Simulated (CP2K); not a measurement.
# SnO (P4/nmm) in CP2K: further runs

One crystal, SnO, is run at these levels: PBE; tasks: band structure.

Everything below comes from runs of CP2K 2026.2. Logs are shortened: lines on timing, memory, paths and dates and some standing lists are left out, and cuts for length are marked.

## (1) The cell of the first run

The structure is tetragonal, space group P4/nmm (No. 129). The conventional cell has a = 3.814 Å, b = 3.814 Å, c = 4.887 Å, α = 90.00°, β = 90.00°, γ = 90.00°. Sn (site symmetry 4mm) has 4 O at 2.23 Å as nearest neighbours. O (site symmetry -4m2) has 4 Sn at 2.23 Å as nearest neighbours.

The cell is a database's computed one.

## (2) Band structure, PBE (strain_c = 0)

File sno_bands.inp:

```
&GLOBAL
  PROJECT sno_bands
  RUN_TYPE ENERGY_FORCE
  PRINT_LEVEL LOW
&END GLOBAL
&FORCE_EVAL
  METHOD QS
  STRESS_TENSOR ANALYTICAL
  &DFT
    BASIS_SET_FILE_NAME BASIS_MOLOPT_UZH
    POTENTIAL_FILE_NAME POTENTIAL_UZH
    &MGRID
      CUTOFF 600
      REL_CUTOFF 60
      NGRIDS 5
    &END MGRID
    &QS
      METHOD GPW
      EPS_DEFAULT 1.0E-9
    &END QS
    &KPOINTS
      SCHEME MONKHORST-PACK 7 7 6
      GAMMA_CENTERED T
      SYMMETRY T
      SYMMETRY_BACKEND SPGLIB
    &END KPOINTS
    &SCF
      SCF_GUESS ATOMIC
      EPS_SCF 1.0E-6
      MAX_SCF 100
      ADDED_MOS 14
      CHOLESKY OFF
      EPS_EIGVAL 1.0E-7
      &DIAGONALIZATION ON
        ALGORITHM STANDARD
      &END DIAGONALIZATION
      &MIXING ON
        METHOD BROYDEN_MIXING
        ALPHA 0.4
        BETA 1.5
        NBUFFER 8
      &END MIXING
      &SMEAR ON
        METHOD FERMI_DIRAC
        ELECTRONIC_TEMPERATURE [K] 580.226
      &END SMEAR
    &END SCF
    &XC
      &XC_FUNCTIONAL
        &GGA_X_PBE
        &END GGA_X_PBE
        &GGA_C_PBE
        &END GGA_C_PBE
      &END XC_FUNCTIONAL
    &END XC
    &PRINT
      &KPOINTS ON
      &END KPOINTS
      &MULLIKEN ON
      &END MULLIKEN
      &MO ON
        ENERGIES T
        OCCUPATION_NUMBERS T
        &EACH
          QS_SCF 0
        &END EACH
        ADD_LAST NUMERIC
      &END MO
      &BAND_STRUCTURE
        FILE_NAME bands.bs
        ADDED_MOS 2
        &KPOINT_SET
          UNITS B_VECTOR
          NPOINTS 6
          SPECIAL_POINT GAMMA 0.00000000 0.00000000 0.00000000
          SPECIAL_POINT X 0.00000000 0.50000000 0.00000000
          SPECIAL_POINT M 0.50000000 0.50000000 0.00000000
          SPECIAL_POINT GAMMA 0.00000000 0.00000000 0.00000000
          SPECIAL_POINT Z 0.00000000 0.00000000 0.50000000
          SPECIAL_POINT R 0.00000000 0.50000000 0.50000000
          SPECIAL_POINT A 0.50000000 0.50000000 0.50000000
          SPECIAL_POINT Z 0.00000000 0.00000000 0.50000000
        &END KPOINT_SET
        &KPOINT_SET
          UNITS B_VECTOR
          NPOINTS 6
          SPECIAL_POINT X 0.00000000 0.50000000 0.00000000
          SPECIAL_POINT R 0.00000000 0.50000000 0.50000000
        &END KPOINT_SET
        &KPOINT_SET
          UNITS B_VECTOR
          NPOINTS 6
          SPECIAL_POINT M 0.50000000 0.50000000 0.00000000
          SPECIAL_POINT A 0.50000000 0.50000000 0.50000000
        &END KPOINT_SET
      &END BAND_STRUCTURE
    &END PRINT
  &END DFT
  &SUBSYS
    &CELL
      ABC 3.8136952200 3.8136952200 4.8869133000
      ALPHA_BETA_GAMMA 90.0000000000 90.0000000000 90.0000000000
      PERIODIC XYZ
    &END CELL
    &COORD
      SCALED
      Sn  0.5000000000 0.0000000000 0.7646261400
      Sn  0.0000000000 0.5000000000 0.2353738600
      O   0.0000000000 0.0000000000 0.0000000000
      O   0.5000000000 0.5000000000 0.0000000000
    &END COORD
    &KIND Sn
      BASIS_SET TZVP-MOLOPT-PBE-GTH-q4
      POTENTIAL GTH-PBE-q4
    &END KIND
    &KIND O
      BASIS_SET TZVP-MOLOPT-PBE-GTH-q6
      POTENTIAL GTH-PBE-q6
    &END KIND
    &PRINT
      &ATOMIC_COORDINATES ON
      &END ATOMIC_COORDINATES
      &CELL ON
      &END CELL
      &SYMMETRY ON
      &END SYMMETRY
    &END PRINT
  &END SUBSYS
  &PRINT
    &FORCES ON
    &END FORCES
    &STRESS_TENSOR ON
    &END STRESS_TENSOR
  &END PRINT
&END FORCE_EVAL
```

Potentials or basis: POTENTIAL_UZH Sn GTH-PBE-q4, O GTH-PBE-q6; TZVP-MOLOPT-PBE-GTH basis.

On the command line:

```
$ OMP_NUM_THREADS=1 cp2k.psmp -i sno_bands.inp -o sno_bands.out
```

sno_bands.out:

```text

 CP2K| version string:                                       CP2K version 2026.2
 CP2K| Input file name                                             sno_bands.inp

 GLOBAL| Force Environment number                                              1
 GLOBAL| Basis set file name                                    BASIS_MOLOPT_UZH
 GLOBAL| Potential file name                                       POTENTIAL_UZH
 GLOBAL| MM Potential file name                                     MM_POTENTIAL
 GLOBAL| Coordinate file name                                      __STD_INPUT__
 GLOBAL| Method name                                                        CP2K
 GLOBAL| Project name                                                  sno_bands
 GLOBAL| Run type                                                   ENERGY_FORCE
 GLOBAL| FFT library                                                       FFTW3
 GLOBAL| Diagonalization library                                       ScaLAPACK
 GLOBAL| Cholesky decomposition library                                ScaLAPACK
 GLOBAL| DGEMM library                                                      BLAS
 GLOBAL| Direct generalized diagonalization requested                          F
 GLOBAL| Matrix multiplication library                                 ScaLAPACK
 GLOBAL| Global print level                                                  LOW
 GLOBAL| Total number of message passing processes                             1
 GLOBAL| Number of threads for this process                                    1
 GLOBAL| CPU model name                                                  UNKNOWN

 CELL| Volume [angstrom^3]:                                            71.076593
 CELL| Vector a [angstrom]:       3.814     0.000     0.000   |a| =     3.813695
 CELL| Vector b [angstrom]:       0.000     3.814     0.000   |b| =     3.813695
 CELL| Vector c [angstrom]:       0.000     0.000     4.887   |c| =     4.886913
 CELL| Angle (b,c), alpha [degree]:                                    90.000000
 CELL| Angle (a,c), beta  [degree]:                                    90.000000
 CELL| Angle (a,b), gamma [degree]:                                    90.000000
 CELL| Numerically orthorhombic:                                             YES
 CELL| Periodicity                                                           XYZ

 CELL_REF| Volume [angstrom^3]:                                        71.076593
 CELL_REF| Vector a [angstrom     3.814     0.000     0.000   |a| =     3.813695
 CELL_REF| Vector b [angstrom     0.000     3.814     0.000   |b| =     3.813695
 CELL_REF| Vector c [angstrom     0.000     0.000     4.887   |c| =     4.886913
 CELL_REF| Angle (b,c), alpha [degree]:                                90.000000
 CELL_REF| Angle (a,c), beta  [degree]:                                90.000000
 CELL_REF| Angle (a,b), gamma [degree]:                                90.000000
 CELL_REF| Numerically orthorhombic:                                         YES
 CELL_REF| Periodicity                                                       XYZ

[... 8 lines left out ...]
 TOTAL NUMBERS AND MAXIMUM NUMBERS

  Total number of            - Atomic kinds:                                   2
                             - Atoms:                                          4
                             - Shell sets:                                     4
                             - Shells:                                        28
                             - Primitive Cartesian functions:                 18
                             - Cartesian basis functions:                     72
                             - Spherical basis functions:                     68

  Maximum angular momentum of- Orbital basis functions:                        2
                             - Local part of the GTH pseudopotential:          2
                             - Non-local part of the GTH pseudopotential:      4

 MODULE QUICKSTEP: ATOMIC COORDINATES IN ANGSTROM

   Atom Kind Element         X             Y             Z       Z(eff)     Mass
      1    1 Sn   50      1.906848      0.000000      3.736662   4.0000 118.7100
      2    1 Sn   50      0.000000      1.906848      1.150252   4.0000 118.7100
      3    2 O     8      0.000000      0.000000      0.000000   6.0000  15.9994
      4    2 O     8      1.906848      1.906848      0.000000   6.0000  15.9994

 Crystal Symmetry Information
       International Symbol:                                              P4/nmm
       Point Group Symbol:                                                 4/mmm
       Schoenflies Symbol:                                                 D4h^7
       Number of Symmetry Operations:                                         16

 SCF PARAMETERS         Density guess:                                    ATOMIC
[... 79 lines left out ...]

 Number of electrons:                                                         20
 Number of occupied orbitals:                                                 10
 Number of molecular orbitals:                                                24

 Number of orbital functions:                                                 68
 Number of independent orbital functions:                                     68

 SCF WAVEFUNCTION OPTIMIZATION

  Step     Update method      Time    Convergence         Total energy    Change
  ------------------------------------------------------------------------------
     1 NoMix/Diag. 0.40E+00    1.1     0.61878425       -39.1555820656 -3.92E+01
     2 Broy./Diag. 0.40E+00    1.0     0.11124288       -35.4011502242  3.75E+00
     3 Broy./Diag. 0.40E+00    1.0     0.06728971       -38.3768424516 -2.98E+00
     4 Broy./Diag. 0.40E+00    1.0     0.02737719       -39.0793862146 -7.03E-01
     5 Broy./Diag. 0.40E+00    1.0     0.01450949       -38.9091269855  1.70E-01
     6 Broy./Diag. 0.40E+00    1.0     0.00477707       -39.1044026324 -1.95E-01
     7 Broy./Diag. 0.40E+00    1.0     0.00210225       -39.0531393162  5.13E-02
     8 Broy./Diag. 0.40E+00    1.0     0.00211752       -39.0691275377 -1.60E-02
     9 Broy./Diag. 0.40E+00    1.0     0.00059090       -39.0731444904 -4.02E-03
    10 Broy./Diag. 0.40E+00    1.0     0.00046896       -39.0789702548 -5.83E-03
    11 Broy./Diag. 0.40E+00    1.0     0.00016683       -39.0804862772 -1.52E-03
    12 Broy./Diag. 0.40E+00    1.0     0.00011631       -39.0808429187 -3.57E-04
    13 Broy./Diag. 0.40E+00    1.0     0.00003963       -39.0807782256  6.47E-05
    14 Broy./Diag. 0.40E+00    1.0     0.00000793       -39.0807329910  4.52E-05
    15 Broy./Diag. 0.40E+00    1.0     0.00000407       -39.0807087500  2.42E-05
    16 Broy./Diag. 0.40E+00    1.0     0.00000035       -39.0807048758  3.87E-06

  *** SCF run converged in    16 steps ***

  Electronic density on regular grids:        -19.9999999987        0.0000000013
  Core density on regular grids:               19.9999999613       -0.0000000387
  Total charge density on r-space grids:       -0.0000000374
  Total charge density g-space grids:          -0.0000000374

  Overlap energy of the core charge distribution:               0.00000000513010
  Self energy of the core charge distribution:                -98.00405134643738
  Core Hamiltonian energy:                                     26.96843634679794
  Hartree energy:                                              41.11427308905677
  Exchange-correlation energy:                                 -9.15935019004404
  Electronic entropic energy:                                  -0.00001278022964
  Fermi energy:                                                 0.19929217725868

  Total energy:                                               -39.08070487578646
  Total energy (extrapolated to T->0):                        -39.08069848567164

 MO| EIGENVALUES AND OCCUPATION NUMBERS FOR K POINT 1
 MO|
 MO|  Index      Eigenvalue [a.u.]        Eigenvalue [eV]             Occupation
 MO|      1              -0.504879             -13.738468               2.000000
 MO|      2              -0.500503             -13.619374               2.000000
 MO|      3              -0.137034              -3.728880               2.000000
 MO|      4              -0.131903              -3.589265               2.000000
 MO|      5              -0.015715              -0.427625               2.000000
 MO|      6              -0.004730              -0.128713               2.000000
[... 418 lines left out ...]
 MO|     23               0.823240              22.401509               0.000000
 MO|     24               0.845861              23.017044               0.000000
 MO| Sum:                                                              20.000000
 MO| E(Fermi):            0.199292 a.u.          5.423016 eV
 MO| Band gap:            0.171786 a.u.          4.674525 eV

 [... the levels of further k-points ...]

 !-----------------------------------------------------------------------------!
                     Mulliken Population Analysis

 #  Atom  Element  Kind  Atomic population                           Net charge
       1     Sn       1          2.794474                              1.205526
       2     Sn       1          2.794474                              1.205526
       3     O        2          7.205526                             -1.205526
       4     O        2          7.205526                             -1.205526
 # Total charge                             20.000000                 -0.000000

 !-----------------------------------------------------------------------------!

 KPOINTS| Band Structure Calculation
 KPOINTS| Number of k-point sets                                               3
 KPOINTS| Number of added MOs/bands                                            2
 KPOINTS| Number of k-points in set    1                                      43
 KPOINTS| In units of b-vector [2pi/Bohr]
 KPOINTS| Special point     1       GAMMA     0.000000     0.000000     0.000000
 KPOINTS| Special point     2           X     0.000000     0.500000     0.000000
 KPOINTS| Special point     3           M     0.500000     0.500000     0.000000
 KPOINTS| Special point     4       GAMMA     0.000000     0.000000     0.000000
 KPOINTS| Special point     5           Z     0.000000     0.000000     0.500000
 KPOINTS| Special point     6           R     0.000000     0.500000     0.500000
 KPOINTS| Special point     7           A     0.500000     0.500000     0.500000
 KPOINTS| Special point     8           Z     0.000000     0.000000     0.500000
 KPOINTS| Number of k-points in set    2                                       7
 KPOINTS| In units of b-vector [2pi/Bohr]
 KPOINTS| Special point     1           X     0.000000     0.500000     0.000000
 KPOINTS| Special point     2           R     0.000000     0.500000     0.500000
 KPOINTS| Number of k-points in set    3                                       7
 KPOINTS| In units of b-vector [2pi/Bohr]
 KPOINTS| Special point     1           M     0.500000     0.500000     0.000000
 KPOINTS| Special point     2           A     0.500000     0.500000     0.500000

 ENERGY| Total FORCE_EVAL ( QS ) energy [hartree]            -39.080700921821645

 FORCES| Atomic forces [hartree/bohr]
 FORCES|   Atom     x               y               z               |f|
 FORCES|      1 -6.88742565E-11 -6.93272774E-11 -1.65250111E-02   1.65250111E-02
 FORCES|      2 -4.31776440E-11 -4.32140860E-11  1.65250134E-02   1.65250134E-02
 FORCES|      3  2.68704010E-09  2.33981285E-09  3.86842101E-10   3.58393017E-09
 FORCES|      4  2.33947988E-09  2.68726970E-09  1.34048254E-09   3.80676739E-09
 FORCES| Sum     4.91446807E-09  4.91454118E-09  4.10680661E-09
 FORCES| Total atomic force                                       8.07282924E-09

 STRESS| Analytical stress tensor [bar]
 STRESS|                        x                   y                   z
 STRESS|      x        7.24513043420E+04   1.01427331645E-03   1.11900402822E-03
 STRESS|      y        1.01427331645E-03   7.24513832734E+04   1.12002010244E-03
 STRESS|      z        1.11900402822E-03   1.12002010244E-03   5.49756486727E+04
 STRESS| 1/3 Trace                                             6.66261120960E+04
 STRESS| Determinant                                           2.88578022155E+14

 STRESS| Eigenvectors and eigenvalues of the analytical stress tensor [bar]
 STRESS|                        1                   2                   3
 STRESS| Eigenvalues   5.49756486727E+04   7.24513043290E+04   7.24513832864E+04
 STRESS|      x          -0.000000064032      0.999917475360      0.012846885565
 STRESS|      y          -0.000000064090     -0.012846885565      0.999917475360
 STRESS|      z           1.000000000000      0.000000063204      0.000000064907
```

Run time: 19 s. Hardware: 1 thread of Arm Neoverse V2, shared host; peak memory 0.37 GiB.

What came out:

| Item | Value |
| --- | --- |
| Free energy | -1063.4400 eV |
| Pressure | 6.7 GPa |
| Largest force | 0.850 eV/Å |
| Band gap on the k mesh | 0.36 eV, indirect (least direct gap 2.04 eV) |
| Band gap along the path | 0.12 eV, indirect (least direct gap 2.01 eV) |
| Mulliken charges | Sn +1.21; O -1.21 e |

Forces in eV/Å, atoms in the order of the input:
```
Sn   0.000  0.000 -0.850
Sn   0.000  0.000  0.850
O    0.000  0.000  0.000
O    0.000  0.000  0.000
```

Levels at the corners of the path, in eV from the valence-band top:
```csv
point,band 8,band 9,band 10,band 11,band 12,band 13
Γ,-3.17,-3.17,0.00,2.03,4.30,4.86
X,-4.89,-2.70,-2.70,3.16,3.16,5.99
M,-2.48,-1.90,-1.90,0.12,0.12,4.86
Γ,-3.17,-3.17,0.00,2.03,4.30,4.86
Z,-3.18,-3.18,-2.20,1.70,3.07,3.07
R,-4.85,-1.72,-1.72,2.56,2.56,5.57
A,-2.69,-2.48,-2.48,2.42,2.42,3.97
Z,-3.18,-3.18,-2.20,1.70,3.07,3.07
X,-4.89,-2.70,-2.70,3.16,3.16,5.99
R,-4.85,-1.72,-1.72,2.56,2.56,5.57
M,-2.48,-1.90,-1.90,0.12,0.12,4.86
A,-2.69,-2.48,-2.48,2.42,2.42,3.97
```

Caveat: Mulliken charges move with the basis; spin-orbit coupling is left out, which moves the levels of the heavy elements; the mesh misses the band edges, which the band path finds closer together; the basis of atomic orbitals isn't converged, which shifts pressures, moduli and gaps.

[end of part 1 of 2]
